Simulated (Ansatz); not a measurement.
# Si: the cost of one run

Computed with Ansatz 0.2.0 (DFT PBEsol, scalar-relativistic, plane waves, PAW, unless a step's input says otherwise).

1 further run of the same task is left out (set aside as unsound or not needed).

## Step 1: The system as given

Symmetry: P6_3/mmc, No. 194, hexagonal system. The conventional cell has a = 3.825 Å, b = 3.825 Å, c = 6.324 Å, α = 90.00°, β = 90.00°, γ = 120.00°. Around Si (site symmetry 3m) lie 4 Si at 2.35 to 2.37 Å.

As a file:

```xyz
4
Lattice="3.8249 0.0000 0.0000 -1.9124 3.3125 0.0000 0.0000 0.0000 6.3243" Properties=species:S:1:pos:R:3 pbc="T T T"
Si    0.0000    2.2083    0.3984
Si    1.9124    1.1042    3.5606
Si    0.0000    2.2083    2.7637
Si    1.9124    1.1042    5.9259
```

It goes back to an entry of the Materials Project, which need not be the stable form.

This cell was relaxed beforehand with the same method: volume 20.03 Å³/atom, gap on the mesh 0.30 eV.

## Step 2: A stricter relaxation

The response runs start from a cell at rest, found with their own mesh and filling of the bands.

Input file input.yaml:

```yaml
crystal:
  lattice:
    - [3.8248882972, 0.0, 0.0]
    - [-1.9124441486, 3.312450432, 0.0]
    - [0.0, 0.0, 6.3243006414]
  atoms:
    - { symbol: Si, position: [0.3333333333, 0.6666666667, 0.0629975433] }
    - { symbol: Si, position: [0.6666666667, 0.3333333333, 0.5629975433] }
    - { symbol: Si, position: [0.3333333333, 0.6666666667, 0.4370024567] }
    - { symbol: Si, position: [0.6666666667, 0.3333333333, 0.9370024567] }
basis:
  ecutwfc: 420
kpoints:
  mp_grid: { grid: [12, 12, 6] }
hamiltonian:
  xc: pbesol
scf:
  occupations: { method: fixed }
output:
  forces: true
  stress: true
  eigenvalues: true
relax:
  adjacent_minimum: "off"
  f_tol: 0.001
  max_steps: 60
  cell: { stress_tol: 0.01 }
```

The run is started by

```bash
ansatz run input.yaml --threads 2 --pin off --max-ram 5120MiB --backend cpu --events-out ev --progress --plain --runs-dir out
```

**Question.** How long does this run take on 2 threads of Intel Xeon 6975P-C (Granite Rapids), shared host, and how much memory does it need?

About 3.7 s, with a peak of 0.44 GiB.
